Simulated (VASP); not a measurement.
# TePb (Fm-3m) in VASP: single point with PBE+D3(BJ)

Aim: the single point of TePb with PBE+D3(BJ).

Program: VASP 6.6.1. These are calculated values, not measurements. Logs are shortened: lines on timing, memory, paths and dates and some standing lists are left out, and cuts for length are marked.

**Measured values to compare with.**

From a printed reference work, monograph, for a bulk crystal of TePb at 4.2 K: band gap 0.19 eV (direct).

How close the calculation comes is told below.

## (1) The cell of the first run

It takes space group Fm-3m (No. 225, cubic). The conventional cell has a = 6.462 Å, b = 6.462 Å, c = 6.462 Å, α = 90.00°, β = 90.00°, γ = 90.00°. Within 4.3 Å of Te (site symmetry m-3m) lie 6 Pb at 3.23 Å. Pb (site symmetry m-3m) has 6 Te at 3.23 Å within 4.3 Å.

## (2) Single point, PBE+D3(BJ)

File INCAR:

```
  PREC = Accurate
  ENCUT = 520
  EDIFF = 1E-6
  ISMEAR = 0
  SIGMA = 0.05
  LREAL = F
  LASPH = T
  NELM = 100
  ALGO = Normal
  ISIF = 2
  LWAVE = F
  LCHARG = F
  GGA = PE
  IVDW = 12
  NBANDS = 17
```

File KPOINTS:

```
Automatic mesh
0
Gamma
  6 6 6
```

File POSCAR:

```
TePb
1.0
    0.0000000000      3.2310000000      3.2310000000
    3.2310000000      0.0000000000      3.2310000000
    3.2310000000      3.2310000000      0.0000000000
Te Pb
1 1
Direct
    0.5000000000      0.5000000000      0.5000000000
    0.0000000000      0.0000000000      0.0000000000
```

Potentials or basis: VASP PAW PBE potentials, release 64 (Te, Pb_d).

Run with:

```bash
$ cat potpaw_PBE.64/Te/POTCAR potpaw_PBE.64/Pb_d/POTCAR > POTCAR
$ mpirun -np 1 vasp_std > vasp.out
```

OUTCAR:

```text
PREC = Accurate
   ENCUT = 520
   EDIFF = 1E-6
   ISMEAR = 0
   LREAL = F
   LASPH = T
   NELM = 100
   ISIF = 2
   GGA = PE
   IVDW = 12
 IVDW          = 12

 ion  position               nearest neighbor table
   1  0.500  0.500  0.500-   2 3.23   2 3.23   2 3.23   2 3.23   2 3.23   2 3.23
   2  0.000  0.000  0.000-   1 3.23   1 3.23   1 3.23   1 3.23   1 3.23   1 3.23

  LATTYP: Found a face centered cubic cell.
 ALAT       =     6.4620000000

  Lattice vectors:

 A1 = (   0.0000000000,   3.2310000000,   3.2310000000)
 A2 = (   3.2310000000,   0.0000000000,   3.2310000000)
 A3 = (   3.2310000000,   3.2310000000,   0.0000000000)

Analysis of symmetry for initial positions (statically):
=====================================================================
 Subroutine PRICEL returns:
 Original cell was already a primitive cell.

 Routine SETGRP: Setting up the symmetry group for a
 face centered cubic supercell.

 Subroutine GETGRP returns: Found 48 space group operations
 (whereof 48 operations were pure point group operations)
 out of a pool of 48 trial point group operations.

The static configuration has the point symmetry O_h .

Analysis of symmetry for dynamics (positions and initial velocities):
=====================================================================
 Subroutine PRICEL returns:
 Original cell was already a primitive cell.

 Routine SETGRP: Setting up the symmetry group for a
 face centered cubic supercell.

 Subroutine GETGRP returns: Found 48 space group operations
 (whereof 48 operations were pure point group operations)
 out of a pool of 48 trial point group operations.

The dynamic configuration has the point symmetry O_h .

 Subroutine INISYM returns: Found 48 space group operations
 (whereof 48 operations are pure point group operations),
 and found     1 'primitive' translations

----------------------------------------------------------------------------------------

                                     Primitive cell

  volume of cell :      67.4592

  direct lattice vectors                    reciprocal lattice vectors
     0.000000000  3.231000000  3.231000000    -0.154750851  0.154750851  0.154750851
     3.231000000  0.000000000  3.231000000     0.154750851 -0.154750851  0.154750851
     3.231000000  3.231000000  0.000000000     0.154750851  0.154750851 -0.154750851

  length of vectors
     4.569324020  4.569324020  4.569324020     0.268036337  0.268036337  0.268036337

  position of ions in fractional coordinates (direct lattice)
     0.500000000  0.500000000  0.500000000
     0.000000000  0.000000000  0.000000000

  ion indices of the primitive-cell ions
   primitive index   ion index
                 1           1
                 2           2

----------------------------------------------------------------------------------------

 KPOINTS: Automatic mesh

Automatic generation of k-mesh.
 Grid dimensions read from file:
 generate k-points for:    6    6    6

 Generating k-lattice:

  Cartesian coordinates                     Fractional coordinates (reciprocal lattice)
    -0.025791809  0.025791809  0.025791809     0.166666667  0.000000000  0.000000000
     0.025791809 -0.025791809  0.025791809     0.000000000  0.166666667  0.000000000
     0.025791809  0.025791809 -0.025791809     0.000000000  0.000000000  0.166666667

  Length of vectors
     0.044672723  0.044672723  0.044672723

  Shift w.r.t. Gamma in fractional coordinates (k-lattice)
     0.000000000  0.000000000  0.000000000

 Subroutine IBZKPT returns following result:
 ===========================================

 Found     16 irreducible k-points:

 Following reciprocal coordinates:
            Coordinates               Weight
  0.000000  0.000000  0.000000      1.000000
  0.166667  0.000000  0.000000      8.000000
  0.333333  0.000000  0.000000      8.000000
  0.500000  0.000000  0.000000      4.000000
  0.166667  0.166667  0.000000      6.000000
  0.333333  0.166667  0.000000     24.000000
[... 8 lines left out ...]
 -0.333333  0.333333  0.166667     24.000000
 -0.333333  0.500000  0.166667     12.000000
   k-points           NKPTS =     16   k-points in BZ     NKDIM =     16   number of bands    NBANDS=     17
   number of dos      NEDOS =    301   number of ions     NIONS =      2
   total plane-waves  NPLWV =  46656
   dimension x,y,z NGX =    36 NGY =   36 NGZ =   36
   dimension x,y,z NGXF=    72 NGYF=   72 NGZF=   72
   ions per type =               1   1
   NGX,Y,Z   is equivalent  to a cutoff of  13.10, 13.10, 13.10 a.u.
   NGXF,Y,Z  is equivalent  to a cutoff of  26.20, 26.20, 26.20 a.u.
 SYSTEM =  unknown system
   PREC   = accura    normal or accurate (medium, high low for compatibility)
   ISTART =      0    job   : 0-new  1-cont  2-samecut
   ICHARG =      2    charge: 1-file 2-atom 10-const
   ISPIN  =      1    spin polarized calculation?
   LNONCOLLINEAR =      F non collinear calculations
   LSORBIT =      F    spin-orbit coupling
   LASPH  =      T    aspherical Exc in radial PAW
   ENCUT  =  520.0 eV  38.22 Ry    6.18 a.u.   8.50  8.50  8.50*2*pi/ulx,y,z
   NELM   =    100;   NELMIN=  2; NELMDL= -5     # of ELM steps
   EDIFF  = 0.1E-05   stopping-criterion for ELM
   LREAL  =      F    real-space projection
   EDIFFG = 0.1E-04   stopping-criterion for IOM
   NSW    =      0    number of steps for IOM
   IBRION =     -1    ionic relax: 0-MD 1-quasi-New 2-CG
   NFREE  =      0    steps in history (QN), initial steepest desc. (CG)
   ISIF   =      2    stress and relaxation
   ISYM   =      2    0-nonsym 1-usesym 2-fastsym
   POTIM  = 0.5000    time-step for ionic-motion
   TEBEG  =    0.0;   TEEND  =   0.0 temperature during run
   PSTRESS=    0.0 pullay stress
   NELECT =      20.0000    total number of electrons
   NUPDOWN=      -1.0000    fix difference up-down
   EMIN   =  10.00;   EMAX   =-10.00  energy-range for DOS
   EFERMI =   0.00;   METHOD = LEGACY
   ISMEAR =     0;   SIGMA  =   0.05  broadening in eV -4-tet -1-fermi 0-gaus
   EFERMI_NEDOS =   21; number of points for ismear=-14 and -15
   IALGO  =     38    algorithm
   IMIX   =      4    mixing-type and parameters
     AMIX     =   0.40;   BMIX     =  1.00
     AMIX_MAG =   1.60;   BMIX_MAG =  1.00
  volume/ion in A,a.u.               =      33.73       227.62
  Fermi-wavevector in a.u.,A,eV,Ry     =   1.091619  2.062861 16.213147  1.191633
  Thomas-Fermi vector in A             =   2.227868
   LORBIT       =      0    0 simple, 1 ext, 2 COOP (PROOUT), +10 PAW based schemes
   GGA     = PE    functional components
   LHFCALC =     F    Hartree Fock is set to
   AEXX    =    0.0000 exact exchange contribution
   IVDW    =    12    specifies the selected vdW correction
   LEPSILON=     F    determine dielectric tensor
   LRPA    =     F    only Hartree local field effects (RPA)
 non-spin polarized calculation
 Gauss-broadening in eV      SIGMA  =   0.05
  energy-cutoff  :      520.00
  volume of cell :       67.46
 maximum number of plane-waves:      1853
 NGX is ok and might be reduce to    36
   NGX = 17   NGY = 17   NGZ = 17

 number of electron      20.0000003 magnetization

 Free energy of the ion-electron system (eV)
  ---------------------------------------------------
  ext. energy  EPLUGINS =         0.00000000
  ---------------------------------------------------
  free energy    TOTEN  =        -7.50208989 eV

  energy without entropy =       -7.50208989  energy(sigma->0) =       -7.50208989

 E-fermi :   5.9159     XC(G=0):  -9.3008

 val. band max:        5.6253360357   @ k =   0.5000   0.0000   0.0000
 cond. band min:       6.3604147480   @ k =   0.5000   0.0000   0.0000
 fundamental gap:      0.7350787122
 Fermi energy:         5.9158897947

 k-point     1 :       0.0000    0.0000    0.0000
  band No.  band energies     occupation
      1     -11.0977      2.00000
      2     -11.0977      2.00000
      3     -11.0884      2.00000
      4     -11.0884      2.00000
      5     -11.0884      2.00000
      6      -6.3943      2.00000
[... 9 lines left out ...]
     16      11.4204      0.00000
     17      12.9886      0.00000

 k-point     2 :       0.1667    0.0000    0.0000
  band No.  band energies     occupation
      1     -11.1009      2.00000
      2     -11.1009      2.00000
      3     -11.0877      2.00000
      4     -11.0845      2.00000
      5     -11.0845      2.00000
      6      -6.1579      2.00000
[... 9 lines left out ...]
     16      11.9274      0.00000
     17      14.6275      0.00000

 k-point     3 :       0.3333    0.0000    0.0000
  band No.  band energies     occupation
      1     -11.1087      2.00000
      2     -11.1087      2.00000
      3     -11.0866      2.00000
      4     -11.0756      2.00000
      5     -11.0756      2.00000
      6      -5.5123      2.00000
[... 9 lines left out ...]
     16      13.2850      0.00000
     17      16.6358      0.00000

 k-point     4 :       0.5000    0.0000    0.0000
  band No.  band energies     occupation
      1     -11.1126      2.00000
      2     -11.1126      2.00000
      3     -11.0861      2.00000
      4     -11.0710      2.00000
      5     -11.0710      2.00000
      6      -4.9593      2.00000
[... 9 lines left out ...]
     16      14.8656      0.00000
     17      14.8693      0.00000
[... 183 lines left out ...]
      1     -11.1308      2.00000
      2     -11.0995      2.00000
      3     -11.0883      2.00000
      4     -11.0730      2.00000
      5     -11.0696      2.00000
      6      -5.0441      2.00000
[... 9 lines left out ...]
     16      14.6864      0.00000
     17      15.1799      0.00000

 k-point    15 :      -0.3333    0.3333    0.1667
  band No.  band energies     occupation
      1     -11.1340      2.00000
      2     -11.1023      2.00000
      3     -11.0812      2.00000
      4     -11.0789      2.00000
      5     -11.0659      2.00000
      6      -4.6636      2.00000
[... 9 lines left out ...]
     16      15.8845      0.00000
     17      16.0672      0.00000

 k-point    16 :      -0.3333    0.5000    0.1667
  band No.  band energies     occupation
      1     -11.1469      2.00000
      2     -11.0952      2.00000
      3     -11.0898      2.00000
      4     -11.0718      2.00000
      5     -11.0624      2.00000
      6      -4.5974      2.00000
[... 9 lines left out ...]
     16      16.3397      0.00000
     17      17.1629      0.00000

------------------------ aborting loop because EDIFF is reached ----------------------------------------

 Edisp (eV)   -0.80467

 E8    (eV) :    -0.3899

  FORCE on cell =-STRESS in cart. coord.  units (eV):
  Direction    XX          YY          ZZ          XY          YZ          ZX
  --------------------------------------------------------------------------------------
  -------------------------------------------------------------------------------------
  Total       0.04119     0.04119     0.04119    -0.00000    -0.00000    -0.00000
  in kB       0.97830     0.97830     0.97830    -0.00000    -0.00000    -0.00000
  external pressure =        0.98 kB  Pullay stress =        0.00 kB

 VOLUME and BASIS-vectors are now :
 -----------------------------------------------------------------------------
  energy-cutoff  :      520.00
  volume of cell :       67.46
      direct lattice vectors                 reciprocal lattice vectors
     0.000000000  3.231000000  3.231000000    -0.154750851  0.154750851  0.154750851
     3.231000000  0.000000000  3.231000000     0.154750851 -0.154750851  0.154750851
     3.231000000  3.231000000  0.000000000     0.154750851  0.154750851 -0.154750851

 POSITION                                       TOTAL-FORCE (eV/Angst)
 -----------------------------------------------------------------------------------
      3.23100      3.23100      3.23100         0.000000      0.000000     -0.000000
      0.00000      0.00000      0.00000        -0.000000      0.000000      0.000000
 -----------------------------------------------------------------------------------
    total drift:                               -0.000000      0.000000      0.000000

  FREE ENERGIE OF THE ION-ELECTRON SYSTEM (eV)
  ---------------------------------------------------
  free  energy   TOTEN  =        -8.3067566094 eV

  energy  without entropy=       -8.3067566094  energy(sigma->0) =       -8.30675661
```

Run time: 19 s. Hardware: 1 thread of Intel Xeon Platinum 8259CL at 2.50GHz (Skylake/Cascade Lake), shared host; peak memory 0.21 GiB.

Results:

```yaml
Free_energy: -8.3068 eV
Pressure: 0.1 GPa
Band_gap_on_the_k_mesh: 0.74 eV, direct
Dispersion_energy_per_atom: -0.402 eV
```

Caveat: spin-orbit coupling is left out, which moves the levels of the heavy elements.

## (3) Against experiment

Step 2. Against the measured gap of TePb, 0.19 eV (direct; 4.2 K; a printed reference work, monograph), the calculated 0.74 eV is off by +0.55 eV. Spin-orbit coupling on Pb, Te is left out. The value is that of PBE+D3(BJ) on a finite k mesh, which can miss the band edges, without temperature or zero-point motion.
